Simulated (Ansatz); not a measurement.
# CdSe (F-43m): point defect (vacancy) in a supercell in Python

What does a point defect do in CdSe (F-43m)? Aim: a point defect (vacancy) in a supercell, for CdSe (F-43m), run from a script.

Program: Ansatz 0.2.0 through its Python package. Level of theory: DFT PBE, plane waves, PAW. These are calculated values, not measurements.

### 1 Starting point

The structure is cubic, space group F-43m (No. 216). Conventional cell: a = 6.141 Å, b = 6.141 Å, c = 6.141 Å, α = 90.00°, β = 90.00°, γ = 90.00°. Around Cd (site symmetry -43m) lie 4 Se at 2.66 Å. Se (site symmetry -43m) has 4 Cd at 2.66 Å as nearest neighbours.

The script holds or builds the structure itself.

### 2 The code

File defect_cdse.py:

```python
"""A vacancy in a supercell of CdSe, against the perfect cell."""

import ansatz as az
import numpy as np

lattice = az.Lattice.of(
    (0.0, 3.0702712, 3.0702712),
    (3.0702712, 0.0, 3.0702712),
    (3.0702712, 3.0702712, 0.0),
)
sites = [
    ("Cd", (0.0, 0.0, 0.0)),
    ("Se", (0.75, 0.75, 0.75)),
]
cell = az.Crystal(lattice=lattice)
for symbol, position in sites:
    cell = cell.atom(symbol, position)
host = cell.supercell(2)
defective = host.vacancy("Se", at=(0.75, 0.75, 0.75))

def with_settings(structure):
    return (
        structure.calculation()
        .kpoints(2, 2, 2)
        .basis(35 * az.Ry)
        .functional("pbe")
        .occupations("fermi_dirac", width=0.05)
        .band_table()
    )


# the dielectric constant is a typed guess; take it from a response run in earnest
perfect = with_settings(host).run(threads=1).report
setup = (
    with_settings(defective)
    .charge(-2)
    .charged_corrections(epsilon=5.0)
    .relax(force_tolerance=0.05, max_steps=25)
)
outcome = setup.run(threads=1)
r = outcome.report

n_host, n_defect = len(perfect["lattice"]["sites"]), len(r["lattice"]["sites"])
print(f"perfect cell: {n_host} atoms, F = {perfect['free_energy_ev']:.4f} eV")
print(f"defect cell:  {n_defect} atoms, F = {r['free_energy_ev']:.4f} eV")
# chemical potentials are still to be added to this difference
print(f"difference {r['free_energy_ev'] - perfect['free_energy_ev']:.4f} eV (no chemical potentials)")
print(f"point-charge correction {outcome.charged_corrections().monopole_ev:.3f} eV at charge {-2:+d}")

for label, run in (("perfect", perfect), ("defect", r)):
    levels, filled = np.array(run["eigenvalues_ev"][0]), np.array(run["occupations"][0])
    top = int(np.argmin(np.abs(levels - run["fermi_energy_ev"])))
    window = slice(max(top - 3, 0), top + 4)
    print(label, "levels near E_F at the first k-point:", ", ".join(f"{e - run['fermi_energy_ev']:.2f} ({f:.2f})" for e, f in zip(levels[window], filled[window])))

start = np.array([site.position for site in defective.resolved().sites])
step = np.array([site.position_frac for site in outcome.lattice.sites]) - start
moved = np.linalg.norm((step - np.round(step)) @ outcome.lattice.cell_ang, axis=1)
print("relaxation by atom (A):", " ".join(f"{site.symbol}:{d:.3f}" for site, d in zip(outcome.lattice.sites, moved)))
```

### 3 The input behind the calls

The engine receives this input (first run):

```yaml
crystal:
  lattice:
    - [0.0, 3.0702712, 3.0702712]
    - [3.0702712, 0.0, 3.0702712]
    - [3.0702712, 3.0702712, 0.0]
  atoms:
    - { symbol: Cd, position: [0.0, 0.0, 0.0] }
    - { symbol: Se, position: [0.75, 0.75, 0.75] }
  supercell: [2, 2, 2]
basis:
  ecutwfc: 476.19925930478996
kpoints:
  mp_grid:
    grid: [2, 2, 2]
hamiltonian:
  xc: pbe
scf:
  occupations:
    method: fermi_dirac
    width: 0.05
output:
  eigenvalues: true
```

### 4 Launch

On the command line:

```sh
> python defect_cdse.py
```

Standard output:

```text
perfect cell: 16 atoms, F = -109797.9643 eV
defect cell:  15 atoms, F = -104311.5577 eV
difference 5486.4066 eV (no chemical potentials)
point-charge correction 2.150 eV at charge -2
perfect levels near E_F at the first k-point: -0.30 (1.99), -0.30 (1.99), -0.30 (1.99), 0.24 (0.02), 2.05 (0.00), 2.05 (0.00), 2.05 (0.00)
defect levels near E_F at the first k-point: -1.71 (2.00), -1.71 (2.00), -1.71 (2.00), -0.23 (1.98), 0.83 (0.00), 0.83 (0.00), 0.83 (0.00)
relaxation by atom (A): Cd:0.070 Cd:0.070 Se:0.087 Cd:0.070 Se:0.087 Cd:0.587 Se:0.087 Cd:0.070 Se:0.087 Cd:0.587 Se:0.087 Cd:0.587 Se:0.087 Cd:0.587 Se:0.000
```

Run time: 2 min. Hardware: 1 thread of Arm Neoverse V1, shared host; peak memory 1 GiB.

### 5 Inputs of later runs

The engine's inputs for the other runs:

Run 2, against run 1:

```diff
@@ -9,0 +10,2 @@
+  defects:
+    - { vacancy: 1 }
@@ -16,0 +19 @@
+total_charge: -2.0
@@ -20,0 +24,3 @@
+relax:
+  f_tol: 0.05
+  max_steps: 25
@@ -21,0 +28,2 @@
+  charged_corrections:
+    epsilon: 5.0
```

### 6 What the script built

Run 2 starts from these 15 atoms:

```xyz
15
Lattice="0.000 6.141 6.141 6.141 0.000 6.141 6.141 6.141 0.000" Properties=species:S:1:pos:R:3 pbc="T T T"
Cd    0.000    0.000    0.000
Cd    3.070    3.070    0.000
Se    7.676    7.676    4.605
Cd    3.070    0.000    3.070
Se    7.676    4.605    7.676
Cd    6.141    3.070    3.070
Se   10.746    7.676    7.676
Cd    0.000    3.070    3.070
Se    4.605    7.676    7.676
Cd    3.070    6.141    3.070
Se    7.676   10.746    7.676
Cd    3.070    3.070    6.141
Se    7.676    7.676   10.746
Cd    6.141    6.141    6.141
Se   10.746   10.746   10.746
```

### 7 Run by run

The 2 runs, in the order started:

```tsv
run	kind of run	system	energy (eV/atom)	SCF cycles in all	CPU time (s)
1	single point	CdSe (16 atoms)	-6862.3728	6	15
2	relaxation	Cd8Se7 (15 atoms), charge -2	-6954.1038	30	110
```

Energies are free energies F = E - TS of the smeared occupations. Totals carry meaning only in balanced differences at one level of theory.

### 8 Path of the relaxation of run 2

The steps of the relaxation:

| step | E - E(step 1) (eV/cell) | largest force component (eV/Å) |
| --- | --- | --- |
| 1 | 0.0000 | 0.7122 |
| 2 | -0.8508 | 0.5283 |
| 3 | -1.4876 | 0.3316 |
| 4 | -1.7456 | 0.0235 |
| 5 | -1.7456 | 0.0235 |

Step 1 is the start.

### 9 Results

| quantity | value |
| --- | --- |
| point-charge correction | 2.150 eV |
| runs compared | 2 |
| moves of the relaxation of run 2 | 3 |
| energy gained in run 2 | 116.4 meV/atom |
| last largest force component of run 2 | 0.0235 eV/Å |

In words: In CPU time, run 2 (relaxation) cost about 7.3 times as much as run 1 (single point). A formation energy would need chemical potentials for the atoms added or removed, which the two totals don't give. The cell is small, so the defect feels its images. Run 2: The relaxation took 3 moves; the largest shift is 0.587 Å. Notes:
- Energy and stress may still move on a finer k-point mesh.
- The relaxation stopped at 0.023 eV/Å, so the energy gained is a lower bound and displacements are uncertain.
- The difference holds no chemical potentials.
- In a crystal with a gap the Fermi level's place inside it depends on smearing and mesh.
- Each cell's levels count from its own Fermi level and aren't aligned; one k-point can hide that the defect cell is metallic.
- This cell is a computed structure, which may not be the phase found in nature.
- The supercell is small, so the defect meets its images and the energies aren't those of an isolated defect; a partly filled defect level may also lower its energy by spin or distortion. For a charged cell the difference holds no correction, alignment or term for the electrons' reservoir.
